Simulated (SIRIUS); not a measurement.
# Cr (Im-3m) in SIRIUS: settings compared

Aim: see how the results for Cr move with the level of theory and the settings. Levels: AM05, rPW86PBE, OLYP, SOGGA11. Tasks: single point.

Program: SIRIUS 7.12.0. These are calculated values, not measurements. Logs are shortened: lines on timing, memory, paths and dates and some standing lists are left out, and cuts for length are marked. The log counts tension as positive stress, the text compression.

## 1. Starting point

The structure is cubic, space group Im-3m (No. 229). The conventional cell has a = 2.969 Å, b = 2.969 Å, c = 2.969 Å, α = 90.00°, β = 90.00°, γ = 90.00°. Around Cr (site symmetry m-3m) lie 8 Cr at 2.57 Å.

## 2. Single point, AM05, collinear spin, ferromagnetic start

sirius.json

```json
{
  "control": {
    "processing_unit": "cpu",
    "verbosity": 2,
    "num_bands_to_print": 14,
    "print_forces": true,
    "print_stress": true
  },
  "parameters": {
    "electronic_structure_method": "pseudopotential",
    "xc_functionals": ["XC_GGA_X_AM05", "XC_GGA_C_AM05"],
    "gk_cutoff": 9.7,
    "pw_cutoff": 19.4,
    "ngridk": [10, 10, 10],
    "shiftk": [0, 0, 0],
    "smearing": "fermi_dirac",
    "smearing_width": 0.0018374661,
    "num_bands": 14,
    "num_mag_dims": 1,
    "num_dft_iter": 100,
    "energy_tol": 1e-08,
    "density_tol": 1e-06
  },
  "iterative_solver": {
    "type": "davidson",
    "min_tolerance": 1e-10
  },
  "mixer": {
    "type": "anderson",
    "beta": 0.5,
    "max_history": 8
  },
  "settings": {
    "tol_ne": 1e-10,
    "pseudo_grid_cutoff": 6.5,
    "smooth_initial_mag": true
  },
  "unit_cell": {
    "lattice_vectors": [
      [-2.805203336453, 2.805203336453, 2.805203336453],
      [2.805203336453, -2.805203336453, 2.805203336453],
      [2.805203336453, 2.805203336453, -2.805203336453]
    ],
    "atom_coordinate_units": "lattice",
    "atom_types": ["Cr"],
    "atom_files": {
      "Cr": "Cr.json"
    },
    "atoms": {
      "Cr": [
        [0.0, 0.0, 0.0, 0.0, 0.0, 3.0]
      ]
    }
  }
}
```

Potentials or basis: PseudoDojo 0.4.1 PBE standard (scalar relativistic).

Run with:

```bash
$ upf_to_json Cr.upf
$ OMP_NUM_THREADS=1 sirius.scf --input=sirius.json --output=out.json --task=0
```

Standard output:

```text
[info] SIRIUS version : 7.12.0
[info] number of MPI ranks           : 1
[info] MPI grid                      : 1 1
[info] maximum number of OMP threads : 1
[fft] FFT context for density and potential
[fft] =====================================
[fft]   comm size                             : 1
[fft]   plane wave cutoff                     : 19.4
[fft]   grid size                             : 36 36 36   total : 46656
[fft]   grid limits                           : -17 18   -17 18   -17 18
[fft]   number of G-vectors within the cutoff : 5445
[fft]   local number of G-vectors             : 5445
[fft]   number of G-shells                    : 307
[fft] FFT context for coarse grid
[fft] =====================================
[fft]   comm size                             : 1
[fft]   plane wave cutoff                     : 19.4
[fft]   grid size                             : 36 36 36   total : 46656
[fft]   grid limits                           : -17 18   -17 18   -17 18
[fft]   number of G-vectors within the cutoff : 5445
[fft]   local number of G-vectors             : 5445
[fft]   number of G-shells                    : 307
[unit cell] lattice vectors
[unit cell]   a1 :      -2.8052033365      2.8052033365      2.8052033365
[unit cell]   a2 :       2.8052033365     -2.8052033365      2.8052033365
[unit cell]   a3 :       2.8052033365      2.8052033365     -2.8052033365
[unit cell] reciprocal lattice vectors
[unit cell]   b1 :       0.0000000000      1.1199161974      1.1199161974
[unit cell]   b2 :       1.1199161974      0.0000000000      1.1199161974
[unit cell]   b3 :       1.1199161974      1.1199161974      0.0000000000
[unit cell] unit cell volume :        88.29844017 [a.u.^3]
[unit cell] 1/sqrt(omega)    :         0.10642006
[unit cell] MT volume        :         0.00000000 ( 0.00%)
[unit cell] IT volume        :        88.29844017 (100.00%)
[unit cell] number of atom types : 1
[unit cell] type id : 0 symbol : Cr mt_radius :  16.370000 num_atoms : 1
[unit cell] total number of atoms : 1
[unit cell] number of symmetry classes : 1
[unit cell] number of PAW atoms : 0
[unit cell] atom id  type id  class id             position                      vector_field
[unit cell] ------------------------------------------------------------------------------------------
[unit cell]      0        0        0      0.00000   0.00000   0.00000      0.00000   0.00000   3.00000
[unit cell] atom id         position (Cartesian, a.u.)
[unit cell] ---------------------------------------------
[unit cell]      0       0.000000    0.000000    0.000000
[unit cell] class id : 0 atom id : 0
[unit cell] minimum bond length:     4.858755
[unit cell] total number of pseudo wave-functions: 10
[... 307 lines left out ...]
[find] atom                moment                |moment|
[find] --------------------------------------------------------------------------------
[find]    0 [  0.00000,   0.00000,  -0.00000]    0.000001
[find] total charge          : 14.000000
[find] total moment          : [  0.00000,   0.00000,  -0.00000], magnitude : 0.000004
[... 6 lines left out ...]
[find] <rho|V^{H}>                    :      37.91837714
[find] one-electron contribution      :     -31.28548720 (Ha),     -62.57097439 (Ry)
[find] hartree contribution           :      18.95918857
[find] xc contribution                :     -12.90952511
[find] ewald contribution             :     -63.56845392
[find] PAW contribution               :       0.00000000
[find] smearing (-TS)                 :      -0.00027400
[find] SCF correction                 :       0.00000125
[find] Total energy                   :     -88.80427640 (Ha),    -177.60855280 (Ry)
[find] Free energy (E-TS)             :     -88.80455040 (Ha),    -177.60910080 (Ry)
[find] band gap (eV)                  :       0.00000000
[find] Efermi                         :       0.62210602
[find] iteration : 12, RMS (target) : 7.8491e-07 (1.0000e-06) , energy difference (target) : -1.3102e-11 (1.0000e-08)
[find] bands are converged : true
[find] iterative solver converged : false
[find] converged after 13 SCF iterations!
[find] Charges and magnetic moments
[find] --------------------------------------------------------------------------------
[find] atom                moment                |moment|
[find] --------------------------------------------------------------------------------
[find]    0 [  0.00000,   0.00000,  -0.00000]    0.000001
[find] total charge          : 14.000000
[find] total moment          : [  0.00000,   0.00000,  -0.00000], magnitude : 0.000004
[find] Energy
[find] --------------------------------------------------------------------------------
[find] valence_eval_sum               :      -6.59069931
[find] <rho|V^{XC}>                   :     -13.22358926
[find] <rho|E^{XC}>                   :     -12.90952511
[find] <mag|B^{XC}>                   :      -0.00000000
[find] <rho|V^{H}>                    :      37.91837714
[find] one-electron contribution      :     -31.28548720 (Ha),     -62.57097439 (Ry)
[find] hartree contribution           :      18.95918857
[find] xc contribution                :     -12.90952511
[find] ewald contribution             :     -63.56845392
[find] PAW contribution               :       0.00000000
[find] smearing (-TS)                 :      -0.00027400
[find] SCF correction                 :       0.00000125
[find] Total energy                   :     -88.80427640 (Ha),    -177.60855280 (Ry)
[find] Free energy (E-TS)             :     -88.80455040 (Ha),    -177.60910080 (Ry)
[find] band gap (eV)                  :       0.00000000
[find] Efermi                         :       0.62210602
[ground_state] === stress tensor components [kbar] ===
[ground_state] === stress_kin ===
[ground_state] -84536.965634    0.000000    0.000000
[ground_state]     0.000000-84536.965634   -0.000000
[ground_state]     0.000000   -0.000000-84536.965634
[ground_state] === stress_har ===
[ground_state] -21057.318471    0.000000   -0.000000
[ground_state]     0.000000-21057.318471    0.000000
[ground_state]    -0.000000    0.000000-21057.318471
[ground_state] === stress_ewald ===
[ground_state] 70603.294753    0.000000    0.000000
[ground_state]     0.00000070603.294753    0.000000
[ground_state]     0.000000    0.00000070603.294753
[ground_state] === stress_vloc ===
[ground_state]  7668.230721    0.000000   -0.000000
[ground_state]     0.000000 7668.230721    0.000000
[ground_state]    -0.000000    0.000000 7668.230721
[ground_state] === stress_xc ===
[ground_state]  1145.582384    0.000000    0.000000
[ground_state]     0.000000 1145.582384   -0.000000
[ground_state]     0.000000   -0.000000 1145.582384
[ground_state] === stress_core ===
[ground_state] 11136.951457    0.000000    0.000000
[ground_state]     0.00000011136.951457    0.000000
[ground_state]     0.000000    0.00000011136.951457
[ground_state] === stress_nonloc ===
[ground_state] 15369.927882    0.000000    0.000000
[ground_state]     0.00000015369.927882    0.000000
[ground_state]     0.000000    0.00000015369.927882
[ground_state] === stress_us_nl ===
[ground_state] 15369.927882    0.000000    0.000000
[ground_state]     0.00000015369.927882    0.000000
[ground_state]     0.000000    0.00000015369.927882
[ground_state] === stress_total ===
[ground_state]   329.703093    0.000000    0.000000
[ground_state]     0.000000  329.703093   -0.000000
[ground_state]     0.000000   -0.000000  329.703093
[ground_state] ==== total Forces in Ha/bohr =====
[ground_state] atom:    0, force:       0.0000000      0.0000000      0.0000000
[... 8 lines left out ...]
[ground_state] ==== Ewald forces from ions =====
[ground_state] atom:    0, force:       0.0000000      0.0000000      0.0000000
[~DFT_ground_state] local op. applied: 36709
[~DFT_ground_state] evp. work count: 11150.9
[~DFT_ground_state] number of iterative solver steps: 1898
```

Run time: 27 s. Hardware: 1 thread of Intel Xeon Platinum 8488C (Sapphire Rapids), shared host; peak memory 0.2 GiB.

Results:

```yaml
Free_energy: -2416.4949 eV
Pressure: -33.0 GPa
Band_gap_on_the_k_mesh: none (metal or under the smearing width)
```

Caveat: the starting moments collapsed, and a magnetic state may lie lower; a pressure of tens of GPa on the cell as given is suspect, and the run, the potentials or the cell itself is likely at fault; the potentials were made for another functional, which shifts forces and pressure.

## 3. Single point, rPW86PBE, collinear spin, ferromagnetic start

sirius.json: that of step 2 with these lines changed.

```diff
@@ -10,3 +10,3 @@
     "electronic_structure_method": "pseudopotential",
-    "xc_functionals": ["XC_GGA_X_AM05", "XC_GGA_C_AM05"],
+    "xc_functionals": ["XC_GGA_X_RPW86", "XC_GGA_C_PBE"],
     "gk_cutoff": 9.7,
```

Potentials or basis: PseudoDojo 0.4.1 PBE standard (scalar relativistic).

Run with:

```bash
$ upf_to_json Cr.upf
$ OMP_NUM_THREADS=1 sirius.scf --input=sirius.json --output=out.json --task=0
```

Wall time 31 s (1 thread of Intel Xeon Platinum 8488C (Sapphire Rapids), shared host); peak memory 0.2 GiB.

The run converged. Its results:

- Free energy: -2424.5351 eV
- Pressure: -18.5 GPa
- Band gap on the k mesh: none (metal or under the smearing width)

Caveat: the starting moments collapsed, and a magnetic state may lie lower; the potentials were made for another functional, which shifts forces and pressure.

## 4. Single point, OLYP, collinear spin, ferromagnetic start

sirius.json: that of step 3 with these lines changed.

```diff
@@ -10,3 +10,3 @@
     "electronic_structure_method": "pseudopotential",
-    "xc_functionals": ["XC_GGA_X_RPW86", "XC_GGA_C_PBE"],
+    "xc_functionals": ["XC_GGA_X_OPTX", "XC_GGA_C_LYP"],
     "gk_cutoff": 9.7,
```

Run with:

```bash
$ upf_to_json Cr.upf
$ OMP_NUM_THREADS=1 sirius.scf --input=sirius.json --output=out.json --task=0
```

Wall time 31 s (1 thread of Intel Xeon Platinum 8488C (Sapphire Rapids), shared host); peak memory 0.2 GiB.

It converged, with:

* Free energy: -2426.1021 eV
* Pressure: -25.3 GPa
* Band gap on the k mesh: none (metal or under the smearing width)

Caveat: the starting moments collapsed, and a magnetic state may lie lower; the potentials were made for another functional, which shifts forces and pressure.

## 5. Single point, SOGGA11, collinear spin, ferromagnetic start

sirius.json: that of step 4 with these lines changed.

```diff
@@ -10,3 +10,3 @@
     "electronic_structure_method": "pseudopotential",
-    "xc_functionals": ["XC_GGA_X_OPTX", "XC_GGA_C_LYP"],
+    "xc_functionals": ["XC_GGA_X_SOGGA11", "XC_GGA_C_SOGGA11"],
     "gk_cutoff": 9.7,
```

Run with:

```bash
$ upf_to_json Cr.upf
$ OMP_NUM_THREADS=1 sirius.scf --input=sirius.json --output=out.json --task=0
```

Run time: 28 s. Hardware: 1 thread of Intel Xeon Platinum 8488C (Sapphire Rapids), shared host; peak memory 0.2 GiB.

It converged, with:

| Item | Value |
| --- | --- |
| Free energy | -2423.5232 eV |
| Pressure | -17.0 GPa |
| Band gap on the k mesh | none (metal or under the smearing width) |

Caveat: the starting moments collapsed, and a magnetic state may lie lower; the potentials were made for another functional, which shifts forces and pressure.
